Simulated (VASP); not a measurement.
Input of a VASP 6.6.1 run:

File INCAR:

```
PREC     = Accurate       # precision mode
ENCUT    = 600            # plane-wave cutoff, eV
EDIFF    = 1E-6           # SCF threshold, eV
ISMEAR   = 0              # smearing method
SIGMA    = 0.03           # smearing width, eV
LREAL    = False          # projectors in reciprocal space
LASPH    = True           # aspherical terms in the spheres
NELM     = 80             # most SCF steps
ALGO     = Normal         # electronic algorithm
ISIF     = 3              # what is computed and relaxed
LWAVE    = False          # write WAVECAR
LCHARG   = False          # write CHGCAR
GGA      = PE             # functional
IBRION   = 2              # ionic algorithm
NSW      = 90             # ionic steps
EDIFFG   = -0.01          # ionic threshold
```

File KPOINTS:

```
Automatic mesh
0
Gamma
  10 10 10
```

The input POSCAR:

```
LiCl
1.0
    0.0000000000      2.5647700000      2.5647700000
    2.5647700000      0.0000000000      2.5647700000
    2.5647700000      2.5647700000      0.0000000000
Li Cl
1 1
Direct
    0.0000000000      0.0000000000      0.0000000000
    0.5000000000      0.5000000000      0.5000000000
```

Potentials or basis: VASP PAW PBE potentials, release 64 (Li_sv, Cl).

Run with:

```sh
$ cat potpaw_PBE.64/Li_sv/POTCAR potpaw_PBE.64/Cl/POTCAR > POTCAR
$ mpirun -np 1 vasp_std > vasp.out
```

Estimate the band gap on the k mesh.

6.29 eV, direct.

Estimate the relaxed volume.

17.02 Å³/atom.

Estimate the space group after relaxing (to 0.05 Å).

Fm-3m (No. 225).

Final structure:
```yaml
crystal:
  lattice:
    - [0.00000, 2.57241, 2.57241]
    - [2.57241, 0.00000, 2.57241]
    - [2.57241, 2.57241, 0.00000]
  atoms:
    - { symbol: Li, position: [0.00000, 0.00000, 0.00000] }
    - { symbol: Cl, position: [0.50000, 0.50000, 0.50000] }
```

Caveat: the cutoff is under 1.25 times the usual one of these potentials, so pressure, stress and relaxed cells hold a basis-set (Pulay) error. Zero-point motion and thermal expansion aren't in these numbers.
